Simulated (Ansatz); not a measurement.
## BN in Ansatz: the effect of functional

Crystal: BN.

```xyz
4
Lattice="2.6040 0.0000 0.0000 -1.3020 2.2552 0.0000 0.0000 0.0000 4.3098" Properties=species:S:1:pos:R:3 pbc="T T T"
N     0.0000    1.5034    0.5399
N     1.3020    0.7517    2.6948
B     0.0000    1.5034    2.1537
B     1.3020    0.7517    4.3086
```

Measurements of this composition are mostly on another form, of space group No. 194.

The cell isn't the ideal one: volume scaled by 1.06.

Alike in all runs:

| Quantity | Value |
| --- | --- |
| Program | Ansatz 0.2.0 |
| Task | single point |
| Potentials or basis | Ansatz PAW |
| k mesh | 12 × 12 × 6 |
| Occupations | fermi-dirac, width 0.05 eV |
| Spin | no spin polarisation |

**Question.** One run gave: gap on the mesh 5.07 eV; pressure -24.9 GPa; largest force 0.06 eV/Å. Which functional did it use?
A. PBEsol
B. LDA
C. r2SCAN

**Answer.** A.

| functional | cutoff | gap on the mesh (eV) | pressure (GPa) | largest force (eV/Å) |
| --- | --- | --- | --- | --- |
| LDA | 420 eV (not typed: the program's choice for these potentials) | 5.06 | -32.0 | 0.07 |
| PBEsol | 420 eV (not typed: the program's choice for these potentials) | 5.07 | -24.9 | 0.06 |
| r2SCAN | 500 eV (not typed: the program's choice for these potentials) | 5.82 | -24.3 | 0.07 |

Caveats: the PAW data sets come from PBE, with cores solved anew for the run's functional, which leaves a small shift of forces and pressure.

A k mesh can miss the band edges.
